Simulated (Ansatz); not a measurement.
Input of an Ansatz 0.2.0 run:

File input.yaml:

```yaml
crystal:
  lattice:
    - [2.49824, 0.0, 0.0]
    - [-1.24912, 2.1635393048, 0.0]
    - [0.0, 0.0, 6.6357]
  atoms:
    - { symbol: "N", position: [0.6666666667, 0.3333333333, 0.25] }
    - { symbol: "N", position: [0.3333333333, 0.6666666667, 0.75] }
    - { symbol: B, position: [0.6666666667, 0.3333333333, 0.75] }
    - { symbol: B, position: [0.3333333333, 0.6666666667, 0.25] }
hamiltonian:
  xc: hse06
  pseudopotentials: { kind: paw }
kpoints:
  mp_grid: { grid: [7, 7, 3] }
  band_path:
    path:
      - [[0.0, 0.0, 0.0], [0.5, 0.0, 0.0], [0.3333333333, 0.3333333333, 0.0], [0.0, 0.0, 0.0], [0.0, 0.0, 0.5], [0.5, 0.0, 0.5], [0.3333333333, 0.3333333333, 0.5], [0.0, 0.0, 0.5]]
      - [[0.5, 0.0, 0.5], [0.5, 0.0, 0.0]]
      - [[0.3333333333, 0.3333333333, 0.0], [0.3333333333, 0.3333333333, 0.5]]
    npoints: 4
scf:
  occupations: { method: fermi_dirac, width: 0.05 }
  n_extra_bands: 10
output:
  forces: true
  stress: true
  eigenvalues: true
  fatbands: false
  write_density: true
  write_potential: true
  elf: true
  volumetric_format: npy
```

Potentials or basis: Ansatz PAW.

The run is started by

```console
$ ansatz run input.yaml --threads 2 --pin off --max-ram 5632MiB --backend cpu --events-out ev --progress --plain --runs-dir out
```

Question: Predict the band gap along the path.

Answer: 5.59 eV, indirect (least direct gap 6.07 eV).

Question: Estimate the pressure.

Answer: 0.0 GPa.

Question: Predict the band gap on the k mesh.

Answer: 5.85 eV, indirect (least direct gap 6.08 eV).

Levels at the corners of the path, in eV from the valence-band top:
```tsv
point	band 4	band 5	band 6	band 7	band 8	band 9	band 10	band 11	band 12	band 13
Γ	-4.54	-1.59	-1.59	-1.55	-1.55	6.42	12.06	13.36	13.36	13.50
M	-9.79	-4.65	-4.58	-1.56	-0.50	5.59	7.10	11.12	11.58	14.16
K	-8.61	-7.97	-7.97	-0.09	-0.09	6.30	6.30	12.02	14.93	14.93
Γ	-4.54	-1.59	-1.59	-1.55	-1.55	6.42	12.06	13.36	13.36	13.50
A	-5.81	-1.57	-1.57	-1.57	-1.57	8.99	8.99	13.43	13.43	13.43
L	-9.83	-4.62	-4.62	-1.01	-1.01	6.08	6.08	11.56	11.56	15.19
H	-8.70	-7.98	-7.98	-0.02	-0.02	6.06	6.06	13.32	13.32	15.77
A	-5.81	-1.57	-1.57	-1.57	-1.57	8.99	8.99	13.43	13.43	13.43
L	-9.83	-4.62	-4.62	-1.01	-1.01	6.08	6.08	11.56	11.56	15.19
M	-9.79	-4.65	-4.58	-1.56	-0.50	5.59	7.10	11.12	11.58	14.16
K	-8.61	-7.97	-7.97	-0.09	-0.09	6.30	6.30	12.02	14.93	14.93
H	-8.70	-7.98	-7.98	-0.02	-0.02	6.06	6.06	13.32	13.32	15.77
```

Caveat: the k mesh misses the band edges, so the gap on the mesh is wider than the one along the path; the pressure holds a Pulay correction of +0.5 GPa for the finite cutoff; this functional lacks dispersion, which binds the layers, so the pressure and a relaxed spacing across them are unreliable; the PAW data sets come from PBE, with cores solved anew for the run's functional, which leaves a small shift of forces and pressure; the thresholds are loose for stress.
